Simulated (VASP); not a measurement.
**TiN: optical spectrum with PBE**

TiN:

```
CELL_PARAMETERS angstrom
0.00000 2.12000 2.12000
2.12000 0.00000 2.12000
2.12000 2.12000 0.00000
ATOMIC_POSITIONS crystal
Ti 0.00000 0.00000 0.00000
N 0.50000 0.50000 0.50000
```

The cell was built by a generator and isn't the measured one.

- Program: VASP 6.6.1
- Task: optical spectrum
- Functional: PBE
- Potentials or basis: VASP PAW PBE potentials, release 64 (Ti_sv, N)
- Cutoff: 520 eV
- k mesh: 28 × 28 × 28
- Occupations: fermi-dirac, width 0.05 eV
- Spin: no spin polarisation
- Further INCAR settings: ALGO = Fast; EDIFF = 1e-06; NBANDS = 32

```yaml
Pressure: 1.9 GPa
Band_gap_on_the_k_mesh: none (metal or under the smearing width)
```

Levels at points of the mesh, in eV from the Fermi level:
```tsv
k point	band 7	band 8	band 9	band 10	band 11	band 12
(0.00, 0.00, 0.00)	-2.05	-2.05	-0.62	-0.62	-0.62	0.58
(0.50, 0.00, 0.00)	-5.49	-5.49	1.68	1.68	2.36	5.73
(0.50, 0.50, 0.00)	-3.23	-3.23	-3.07	1.64	2.38	2.38
```

Dielectric function (mean over the directions given):
| energy (eV) | real part | imaginary part |
| --- | --- | --- |
| 0.27 | 25.67 | 37.42 |
| 1.22 | 4.63 | 3.75 |
| 2.30 | 8.66 | 1.91 |
| 3.38 | 9.58 | 5.52 |
| 4.32 | 8.11 | 6.91 |
| 5.40 | 5.45 | 9.99 |
| 6.48 | 1.84 | 11.29 |
| 7.43 | 0.66 | 6.96 |
| 8.51 | -0.95 | 6.34 |
| 9.59 | -2.40 | 5.42 |
| 10.53 | -2.00 | 1.92 |
| 11.61 | -0.07 | 0.72 |
| 12.69 | 0.75 | 1.71 |
| 13.64 | 0.34 | 2.42 |
| 14.72 | 0.01 | 1.52 |
| 15.80 | 0.62 | 1.11 |
| 16.75 | 1.52 | 1.67 |
| 17.83 | -0.13 | 1.91 |
| 18.91 | 0.17 | 1.97 |
| 19.99 | -0.15 | 1.31 |

Wall time 3.5 min on 1 thread of Intel(R) Xeon(R) Platinum 8488C (Sapphire Rapids) (shared host), peak memory 0.7 GiB.

Caveat: independent-particle spectra lack excitons; the intraband (Drude) part of a metal's response may be missing.
